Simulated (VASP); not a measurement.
Crystal: KI.

```xyz
2
Lattice="0.0000 3.5328 3.5328 3.5328 0.0000 3.5328 3.5328 3.5328 0.0000" Properties=species:S:1:pos:R:3 pbc="T T T"
I     3.5328    3.5328    3.5328
K     0.0000    0.0000    0.0000
```

| Item | Value |
| --- | --- |
| Program | VASP 6.6.1 |
| Task | relaxation of cell and atoms |
| Functional | RPBE |
| Potentials or basis | VASP PAW PBE potentials, release 64 (I, K_sv) |
| Cutoff | 600 eV |
| k mesh | 7 × 7 × 7 |
| Occupations | fermi-dirac, width 0.05 eV |
| Spin | no spin polarisation |

At the start: pressure 1.8 GPa; volume 44.09 Å³/atom.

Question: How do energy, volume and symmetry change on relaxing?

Answer: Over 4 steps the energy falls by 34.6 meV/atom and the volume is 51.19 Å³/atom (+16.1 %); space group Fm-3m (No. 225, to 0.05 Å).

The path:
```
step  energy change (eV)  largest force (eV/Å)  pressure (GPa)  volume (Å³)
   1              0.0000                0.0000            1.77        88.18
   2             -0.0504                0.0000            0.81        94.56
   3             -0.0685                0.0000            0.13       101.04
   4             -0.0691                0.0000            0.01       102.38
```

Final structure:
```
I K
1.0
     0.00000    3.71304    3.71304
     3.71304    0.00000    3.71304
     3.71304    3.71304    0.00000
I K
1 1
Direct
  0.50000 0.50000 0.50000
  0.00000 0.00000 0.00000
```

Caveat: the volume moved by over 15 % at a fixed basis, so the end points are rough; the PAW data sets were made with another functional, which shifts forces and pressure a little.
